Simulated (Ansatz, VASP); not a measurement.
Ru: VASP beside Ansatz

```
Ru
1.0
     2.87800    0.00000    0.00000
    -1.43900    2.49242    0.00000
     0.00000    0.00000    4.04830
Ru
2
Direct
  0.33333 0.66667 0.25000
  0.66667 0.33333 0.75000
```

Alike in both runs: task single point; functional PBEsol; k mesh 18 × 18 × 10; occupations gaussian, width 0.15 eV; no spin polarisation.

|  | VASP | Ansatz |
| --- | --- | --- |
| version | VASP 6.6.1 | Ansatz 0.2.0 |
| potentials or method | VASP PAW PBE potentials, release 64 (Ru_pv) | scalar-relativistic, plane waves, PAW |
| plane-wave cutoff (eV) | 520 | 420 |
| valence electrons in the cell | 28 | 32 |

```csv
,VASP,Ansatz,Ansatz less VASP
gap on the k mesh at the Fermi level (eV),none,none,-
pressure (GPa),-19.1,-19.0,+0.13
largest component of the traceless stress (GPa),23.75,23.80,+0.045
```

A gap of «none» marks a metal or a gap that the smearing closes. The functional is the same, so the differences come from potentials, cutoffs and numerics. The two sets of potentials don't hold the same shells in valence. Ansatz warned: «pseudo_functional_mismatch».

Caveats: so large a pressure means that the cell lies far from this level's equilibrium, or that cutoff or potentials fall short (VASP); the potentials were made for another functional, which shifts forces and pressure (VASP).
